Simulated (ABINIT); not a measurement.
The system is TaSi2.

```
Ta Si
1.0
     4.78000    0.00000    0.00000
    -2.39000    4.13960    0.00000
     0.00000    0.00000    6.56400
Ta Si
3 6
Direct
  0.00000 0.50000 0.16667
  0.50000 0.50000 0.83333
  0.50000 0.00000 0.50000
  0.33330 0.16665 0.16667
  0.16665 0.83335 0.83333
  0.83335 0.66670 0.50000
  0.66670 0.83335 0.16667
  0.83335 0.16665 0.83333
  0.16665 0.33330 0.50000
```

```yaml
Program: ABINIT 10.8.3 (patched build)
Task: single point
Functional: PBEsol
Potentials_or_basis: PseudoDojo NC SR PBEsol v0.4.1 standard
Cutoff: 789 eV
k_mesh: 7 × 7 × 4
Occupations: fermi-dirac, width 0.05 eV
Spin: no spin polarisation
```

On this cell: pressure -1.3 GPa; largest force 0.746 eV/Å; band gap on the k mesh none (metal or under the smearing width).

The same run follows on a disturbed copy (atoms moved at random, drawn with an rms of 0.05 Å):

```
CELL_PARAMETERS angstrom
4.78000 0.00000 0.00000
-2.39000 4.13960 0.00000
0.00000 0.00000 6.56400
ATOMIC_POSITIONS crystal
Ta 0.99941 0.49896 0.16585
Ta 0.49042 0.50134 0.83010
Ta 0.50910 0.99530 0.50026
Si 0.34901 0.17613 0.16807
Si 0.17487 0.83739 0.83704
Si 0.82396 0.65499 0.49773
Si 0.65742 0.82805 0.17320
Si 0.84080 0.16120 0.83140
Si 0.16132 0.32866 0.49610
```

Problem. What does the disturbed cell give?

Solution. The energy (extrapolated to zero smearing) moves by +22.4 meV/atom; pressure -0.6 GPa; largest force 1.362 eV/Å; band gap on the k mesh none (metal or under the smearing width).

Forces in eV/Å, atoms in the order of the input:
```
Ta   0.203 -0.005 -0.109
Ta   0.941 -0.013  0.358
Ta  -1.175  0.013  0.243
Si  -0.974 -0.667 -0.055
Si  -0.995  0.325 -0.275
Si   0.337  0.984  0.214
Si   1.071  0.364 -0.758
Si   0.373 -0.216  0.265
Si   0.220 -0.783  0.119
```

Stress tensor (GPa, compression positive):
```
-1.21 -0.14 -0.25
-0.14 -1.84  0.21
-0.25  0.21  1.26
```

Caveats: the cell's inner coordinates are idealised or old, which leaves forces on the atoms.
